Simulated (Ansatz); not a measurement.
# AlRu (Pm-3m) in Ansatz: a series of runs

One crystal, AlRu, is run at these levels: PBE; tasks: single point, relaxation of cell and atoms.

Program: Ansatz 0.2.0. These are calculated values, not measurements. Logs are shortened: lines on timing, memory, paths and dates and some standing lists are left out, and cuts for length are marked.

### Step 1. Starting point

The structure is cubic, space group Pm-3m (No. 221). The conventional cell has a = 2.992 Å, b = 2.992 Å, c = 2.992 Å, α = 90.00°, β = 90.00°, γ = 90.00°. Around Ru (site symmetry m-3m) lie 8 Al at 2.59 Å. Around Al (site symmetry m-3m) lie 8 Ru at 2.59 Å.

### Step 2. Single point, PBE

input.yaml reads:

```yaml
crystal:
  lattice:
    - [2.9916, 0.0, 0.0]
    - [0.0, 2.9916, 0.0]
    - [0.0, 0.0, 2.9916]
  atoms:
    - { symbol: Ru, position: [0.5, 0.5, 0.5] }
    - { symbol: Al, position: [0.0, 0.0, 0.0] }
hamiltonian:
  xc: pbe
  pseudopotentials: { kind: paw }
kpoints:
  mp_grid: { grid: [9, 9, 9] }
scf:
  occupations: { method: gaussian, width: 0.011 }
output:
  forces: true
  stress: true
  eigenvalues: true
```

Potentials or basis: Ansatz PAW.

Run with:

```
$ ansatz run input.yaml --threads 2 --pin off --max-ram 5632MiB --backend cpu --events-out ev --progress --plain --runs-dir out
```

What it wrote:

```text
Warning: RAYON_NUM_THREADS=2 ignored (pool sized by the plan → 2); use --threads N
Engine: ansatz 0.2.0, aarch64-unknown-linux-gnu
Pseudopotentials: kind: paw
Pseudopotential: Ru, paw, valence charge 16, recommended cutoff 420 eV (normal), Ru.paw.azcp
Pseudopotential: Al, paw, valence charge 3, recommended cutoff 420 eV (normal), Al.paw.azcp
Functional definition: PBE
  parameter kappa = 0.804
  parameter beta = 0.06672455060314922
  exchange = pbe_x(kappa = kappa, mu = beta*pi^2/3)
  correlation = pbe_c(beta = beta)
Crystal: 2 atoms, lattice volume = 26.774 Å³
Basis set: ecut = 420 eV, 485 PW (Γ), exchange–correlation on 40×40×40 points (8 copies of the dense FFT grid, shifted against one another)
Bands: 14, of which v1, the nominal top of the filled ones, is band 10 counted from 1 (9 counted from 0)
Symmetry: 48 space group operations
Space group: Pm-3m (ITA 221), of the structure as read, at distance tolerance 3.0e-5 Å
k-points: 35 of 729
Non-local potential: Ru, projectors of the file, l = 0: 3, l = 1: 2, l = 2: 2, l = 3: 1
Non-local potential: Al, projectors of the file, l = 0: 2, l = 1: 2, l = 2: 1
PAW form: soft (Blöchl's): semilocal exchange-correlation on the pseudo side does not see the compensation charge
PAW one-centre angular grid: Ru, 590 points (default); XC on 64 Gauss nodes
PAW one-centre angular grid: Al, 110 points (default); XC on 64 Gauss nodes
Initial density: superposition of atomic densities (neutral atoms: chi_scale 0, normalization atom), corrected by the library's trained network
Initial wavefunctions: pseudopotential atomic-orbital guess
Functional: x = pbe(κ = 0.804, μ = 0.2195149727645171), c = pbe(β = 0.06672455060314922)
SCF iter   1: F=—  HF=-6417.462370 eV  |F-HF|=—  |Δ(HF+E_count)|=         —  Δρ=8.26e-3  dr2=1.22e-2  ethr=1.77e-3  ⟨swp⟩=6.0  Hψ=2518  notcnv=0
preconditioner: auto → none  [insulator: Δε(μ)=0.041 eV  Ē_g=8.892 eV  σ=0.011 eV  W_gap=0.62  n_scr=6 (ndim 8)  ℏωp=23.8 eV  f_vac=0.000  D(μ)=4.95/eV (n_scr^D=80)  ε∞_Penn≈8.2]
SCF iter   2: F=—  HF=-6417.460566 eV  |F-HF|=—  |Δ(HF+E_count)|=   1.80e-3  Δρ=3.50e-3  dr2=1.89e-3  ethr=6.42e-5  ⟨swp⟩=2.0  Hψ=1057  notcnv=0  defer=11
SCF iter   3: F=—  HF=-6417.460186 eV  |F-HF|=—  |Δ(HF+E_count)|=   3.79e-4  Δρ=5.67e-4  dr2=9.10e-5  ethr=9.96e-6  ⟨swp⟩=2.1  Hψ=745  notcnv=0  defer=15
SCF iter   4: F=—  HF=-6417.460069 eV  |F-HF|=—  |Δ(HF+E_count)|=   1.17e-4  Δρ=1.15e-4  dr2=1.55e-6  ethr=4.79e-7  ⟨swp⟩=2.0  Hψ=587  notcnv=0  defer=15
iter 5 did not close the SCF: its close was put off for the readings that it lacked (scf_convergence_deferred on its scf_iter line)
SCF iter   5: F=-6417.460069 eV  HF=-6417.460069 eV  |F-HF|=1.15e-8  |Δ(HF+E_count)|=   7.81e-8  Δρ=1.01e-5  dr2=2.65e-8  ethr=8.14e-9  ⟨swp⟩=2.3  Hψ=658  notcnv=0  defer=15
SCF iter   6: F=-6417.460069 eV  HF=-6417.460069 eV  |F-HF|=1.80e-10  |Δ(HF+E_count)|=   1.60e-9  Δρ=1.18e-6  dr2=4.12e-10  ethr=1.39e-10  ⟨swp⟩=3.3  Hψ=1682  notcnv=0
SCF 1 converged in 6 iterations: F = -6417.460069 eV  dr2 = 4.12e-10
SCF converged after 6 iterations
Free energy (F): -6417.460069 eV
Harris-Foulkes:  -6417.460069 eV  (|F-HF|=1.80e-10)
Internal energy: -6417.459788 eV  (E = F + TS)
E sigma→0 (E₀):  -6417.459928 eV
Entropy (-TS):   -0.000281 eV (-0.141 meV/atom)
Fermi energy:    16.015303 eV
--- Per-component energies (eV) ---
  E_band       = -120.256051
  E_kinetic    = 543.058779
  E_local      = -1797.324652  (includes V_loc(G=0)·N_el)
  E_nonlocal   = 354.515149
  E_hartree    = 638.504727
  E_xc         = -232.225736
  E_vxc        = -270.728139  (∫ρ·V_xc dr)
  E_paw        = -3929.164106  (= ΣΔE_a)
  E_vpaw       = -226.787243  (= ΣTr[D̂ρ^β])
  E_aug_tail   = -0.000173  (compensation charges beyond the density's cutoff)
  E_ewald      = -1994.823776
  E_smearing   = -0.000281  (= −TS)
  E_closure    = 0.000000  (closes the sum)
  Σ components = -6417.460069   (vs F -6417.460069, Δ=0.00e0)
--- Forces (eV/Å), atoms counted from 1 ---
  atom   1  Ru    -0.00000000    -0.00000000    -0.00000000
  atom   2  Al    -0.00000000     0.00000000     0.00000000
  max |Σ_I F_I| component: 8.48e-30 eV/Å
--- Stress (GPa, compression-positive) ---
        2.488368       0.000000       0.000000
        0.000000       2.488368       0.000000
        0.000000       0.000000       2.488368
  P = ⅓ Tr σ = 2.4884 GPa (24.884 kbar)
--- Band table (eV; the first three rows and the last of 35) ---
  k-point 0: bands = ["-55.7197", "-25.6681", "-25.6681", "-25.6681", "6.4554", "12.5373", "12.5373", "16.2651", "16.2651", "16.2651", "22.1964", "22.1964", "22.1964", "27.0419"]
  k-point 1: bands = ["-55.7179", "-25.6929", "-25.6661", "-25.6661", "6.6908", "12.6131", "12.6194", "15.9855", "15.9855", "16.2937", "21.1664", "22.6554", "22.6554", "26.5340"]
  k-point 2: bands = ["-55.7132", "-25.7551", "-25.6609", "-25.6609", "7.3715", "12.6717", "12.8390", "15.3931", "15.3931", "16.3671", "19.5425", "23.7876", "23.7876", "25.4070"]
  k-point 34: bands = ["-55.6751", "-25.8237", "-25.8233", "-25.8233", "11.3599", "11.5864", "11.5864", "17.2888", "17.2888", "19.0105", "19.2640", "20.5835", "20.5835", "24.8245"]
```

Run time: 0.46 s. Hardware: 2 threads of Arm Neoverse V2, shared host; peak memory 0.25 GiB.

What came out:

```
Free energy            : -6417.4601 eV
Pressure               : 2.5 GPa
Band gap on the k mesh : none (metal or under the smearing width)
```

Levels at points of the mesh, in eV from the Fermi level:
| k point | band 6 | band 7 | band 8 | band 9 | band 10 | band 11 | band 12 | band 13 | band 14 |
| --- | --- | --- | --- | --- | --- | --- | --- | --- | --- |
| (0.00, 0.00, 0.00) | -3.48 | -3.48 | 0.25 | 0.25 | 0.25 | 6.18 | 6.18 | 6.18 | 11.03 |

### Step 3. Relaxation of cell and atoms, PBE

input.yaml: that of step 2 with these lines changed.

```diff
@@ -14,3 +14,3 @@
 scf:
-  occupations: { method: gaussian, width: 0.011 }
+  occupations: { method: fermi_dirac, width: 0.05 }
 output:
@@ -19 +19,9 @@
   eigenvalues: true
+  write_density: true
+  write_potential: true
+  elf: true
+  volumetric_format: npy
+relax:
+  f_tol: 0.01
+  max_steps: 40
+  cell: { stress_tol: 0.05 }
```

Potentials or basis: Ansatz PAW.

Run with:

```
$ ansatz run input.yaml --threads 2 --pin off --max-ram 5632MiB --backend cpu --events-out ev --progress --plain --runs-dir out
```

What it wrote:

```text
Warning: RAYON_NUM_THREADS=2 ignored (pool sized by the plan → 2); use --threads N
Engine: ansatz 0.2.0, aarch64-unknown-linux-gnu
Pseudopotentials: kind: paw
Pseudopotential: Ru, paw, valence charge 16, recommended cutoff 420 eV (normal), Ru.paw.azcp
Pseudopotential: Al, paw, valence charge 3, recommended cutoff 420 eV (normal), Al.paw.azcp
Functional definition: PBE
  parameter kappa = 0.804
  parameter beta = 0.06672455060314922
  exchange = pbe_x(kappa = kappa, mu = beta*pi^2/3)
  correlation = pbe_c(beta = beta)
Crystal: 2 atoms, lattice volume = 26.774 Å³
Basis set: ecut = 420 eV, 485 PW (Γ), exchange–correlation on 40×40×40 points (8 copies of the dense FFT grid, shifted against one another)
Bands: 14, of which v1, the nominal top of the filled ones, is band 10 counted from 1 (9 counted from 0)
Symmetry: 48 space group operations
Space group: Pm-3m (ITA 221), of the structure as read, at distance tolerance 3.0e-5 Å
k-points: 35 of 729
Non-local potential: Ru, projectors of the file, l = 0: 3, l = 1: 2, l = 2: 2, l = 3: 1
Non-local potential: Al, projectors of the file, l = 0: 2, l = 1: 2, l = 2: 1
PAW form: soft (Blöchl's): semilocal exchange-correlation on the pseudo side does not see the compensation charge
PAW one-centre angular grid: Ru, 590 points (default); XC on 64 Gauss nodes
PAW one-centre angular grid: Al, 110 points (default); XC on 64 Gauss nodes
Initial density: superposition of atomic densities (neutral atoms: chi_scale 0, normalization atom), corrected by the library's trained network
Initial wavefunctions: pseudopotential atomic-orbital guess
Functional: x = pbe(κ = 0.804, μ = 0.2195149727645171), c = pbe(β = 0.06672455060314922)
SCF iter   1: F=—  HF=-6417.471154 eV  |F-HF|=—  |Δ(HF+E_count)|=         —  Δρ=7.33e-3  dr2=9.43e-3  ethr=1.77e-3  ⟨swp⟩=5.2  Hψ=2653  notcnv=0
preconditioner: auto → none  [metal: Δε(μ)=0.041 eV  Ē_g=8.892 eV  σ=0.050 eV  W_gap=0.20  n_scr=6 (ndim 8)  ℏωp=23.8 eV  f_vac=0.000  D(μ)=1.84/eV (n_scr^D=18)  sad-step TF]
SCF iter   2: F=—  HF=-6417.469869 eV  |F-HF|=—  |Δ(HF+E_count)|=   1.28e-3  Δρ=4.17e-3  dr2=3.67e-3  ethr=4.97e-5  ⟨swp⟩=1.9  Hψ=827  notcnv=0
SCF iter   3: F=—  HF=-6417.469145 eV  |F-HF|=—  |Δ(HF+E_count)|=   7.25e-4  Δρ=3.84e-4  dr2=2.75e-5  ethr=1.93e-5  ⟨swp⟩=2.0  Hψ=639  notcnv=0
SCF iter   4: F=—  HF=-6417.469041 eV  |F-HF|=—  |Δ(HF+E_count)|=   1.04e-4  Δρ=1.12e-4  dr2=2.88e-6  ethr=1.45e-7  ⟨swp⟩=2.1  Hψ=669  notcnv=0
iter 5 did not close the SCF: its close was put off for the readings that it lacked (scf_convergence_deferred on its scf_iter line)
SCF iter   5: F=-6417.469040 eV  HF=-6417.469040 eV  |F-HF|=1.70e-8  |Δ(HF+E_count)|=   4.80e-7  Δρ=1.36e-5  dr2=2.65e-8  ethr=1.52e-8  ⟨swp⟩=2.7  Hψ=786  notcnv=0
SCF iter   6: F=-6417.469040 eV  HF=-6417.469040 eV  |F-HF|=1.27e-10  |Δ(HF+E_count)|=   4.09e-9  Δρ=1.94e-6  dr2=3.20e-10  ethr=1.40e-10  ⟨swp⟩=5.0  Hψ=2444  notcnv=0
SCF 1 converged in 6 iterations: F = -6417.469040 eV  dr2 = 3.20e-10
[... 51 lines left out ...]
SCF converged after 8 iterations
Free energy (F): -6417.471582 eV
Harris-Foulkes:  -6417.471582 eV  (|F-HF|=1.82e-12)
Internal energy: -6417.455922 eV  (E = F + TS)
E sigma→0 (E₀):  -6417.463752 eV
Entropy (-TS):   -0.015660 eV (-7.830 meV/atom)
Fermi energy:    15.798589 eV
--- Per-component energies (eV) ---
  E_band       = -124.193515
  E_kinetic    = 542.454283
  E_local      = -1809.119194  (includes V_loc(G=0)·N_el)
  E_nonlocal   = 354.459332
  E_hartree    = 642.572201
  E_xc         = -231.969076
  E_vxc        = -270.386864  (∫ρ·V_xc dr)
  E_paw        = -3929.117524  (= ΣΔE_a)
  E_vpaw       = -226.745304  (= ΣTr[D̂ρ^β])
  E_aug_tail   = -0.000169  (compensation charges beyond the density's cutoff)
  E_ewald      = -1986.735774
  E_smearing   = -0.015660  (= −TS)
  E_closure    = 0.000000  (closes the sum)
  Σ components = -6417.471582   (vs F -6417.471582, Δ=0.00e0)
--- Forces (eV/Å), atoms counted from 1 ---
  atom   1  Ru     0.00000000     0.00000000     0.00000000
  atom   2  Al     0.00000000     0.00000000     0.00000000
  max |Σ_I F_I| component: 2.23e-29 eV/Å
--- Stress (GPa, compression-positive) ---
       -0.010418       0.000000       0.000000
        0.000000      -0.010418      -0.000000
       -0.000000      -0.000000      -0.010418
  P = ⅓ Tr σ = -0.0104 GPa (-0.104 kbar)
--- Band table (eV; the first three rows and the last of 35) ---
  k-point 0: bands = ["-55.9416", "-25.8916", "-25.8916", "-25.8916", "6.2896", "12.3703", "12.3703", "16.0319", "16.0319", "16.0319", "21.9004", "21.9004", "21.9004", "26.7346"]
  k-point 1: bands = ["-55.9399", "-25.9152", "-25.8896", "-25.8896", "6.5225", "12.4429", "12.4511", "15.7569", "15.7569", "16.0599", "20.8742", "22.3547", "22.3547", "26.2407"]
  k-point 2: bands = ["-55.9355", "-25.9745", "-25.8846", "-25.8846", "7.1967", "12.4923", "12.6671", "15.1740", "15.1740", "16.1318", "19.2579", "23.4771", "23.4771", "25.1401"]
  k-point 34: bands = ["-55.8995", "-26.0404", "-26.0400", "-26.0400", "11.1921", "11.4198", "11.4198", "17.0373", "17.0373", "18.7044", "18.9934", "20.3079", "20.3079", "24.4814"]
--- Relaxed structure (3 steps of the walk, 3 accepted, 1 SCFs on fresh bases) ---
  F+E_penalty+E_count = -6417.47158194 eV   max|allowed force component| = 1.093e-29 eV/Å   (the final SCF, on the basis selected at the relaxed cell)
  cell:  # Å, volume = 27.1022 Å³
    - [3.003778804531336, 2.246918268451775e-34, 2.246918268451775e-34]
    - [2.246918268451775e-34, 3.003778804531336, 4.81482486096809e-35]
    - [2.246918268451775e-34, 1.6049416203226965e-35, 3.003778804531336]
  atoms:
    - { symbol: Ru, position: [0.5, 0.5, 0.5] }
    - { symbol: Al, position: [2.5751169198912558e-34, -1.5021515366037465e-34, 3.2188961498647705e-35] }
```

rho_z.tsv:

```text
# z_ang	rho[e/angstrom^3]
# format = ansatz-planar-average/11
# lattice	3.003778805	0.000000000	0.000000000
# lattice	0.000000000	3.003778805	0.000000000
# lattice	0.000000000	0.000000000	3.003778805
# sites	2
# site	44	1.501889402	1.501889402	1.501889402
# site	13	0.000000000	-0.000000000	0.000000000
0.000000	2.107520e-1
0.125157	2.147486e-1
0.250315	2.268883e-1
0.375472	2.497549e-1
0.500630	2.879479e-1
0.625787	3.526586e-1
[... 16 lines left out ...]
2.753464	2.268883e-1
2.878621	2.147486e-1
```

Run time: 2 s. Hardware: 2 threads of Arm Neoverse V2, shared host; peak memory 0.27 GiB.

Results:

```
Free energy                            : -6417.4716 eV
Relaxed volume                         : 13.55 Å³/atom
Relaxed cell                           : a = 3.004 Å, b = 3.004 Å, c = 3.004 Å, α = 90.00°, β = 90.00°, γ = 90.00°
Space group after relaxing (to 0.05 Å) : Pm-3m (No. 221)
Energy gained by relaxing              : 1.3 meV/atom
Ionic steps                            : 4
Pressure after relaxing                : 0.0 GPa
Band gap on the k mesh                 : none (metal or under the smearing width)
```

The path:
| step | energy change (eV) | largest force (eV/Å) | volume (Å³) |
| --- | --- | --- | --- |
| 1 | 0.0000 | 0.0000 | 26.77 |
| 2 | -0.0023 | 0.0000 | 27.18 |
| 3 | -0.0024 | 0.0000 | 27.10 |
| 4 | -0.0025 | 0.0000 | 27.10 |

Final structure:
```yaml
crystal:
  lattice:
    - [3.00378, 0.00000, 0.00000]
    - [0.00000, 3.00378, 0.00000]
    - [0.00000, 0.00000, 3.00378]
  atoms:
    - { symbol: Ru, position: [0.50000, 0.50000, 0.50000] }
    - { symbol: Al, position: [0.00000, 0.00000, 0.00000] }
```

Caveat: the plane-wave basis is chosen anew once the cell has moved, so the energies of steps on either side of that aren't comparable.
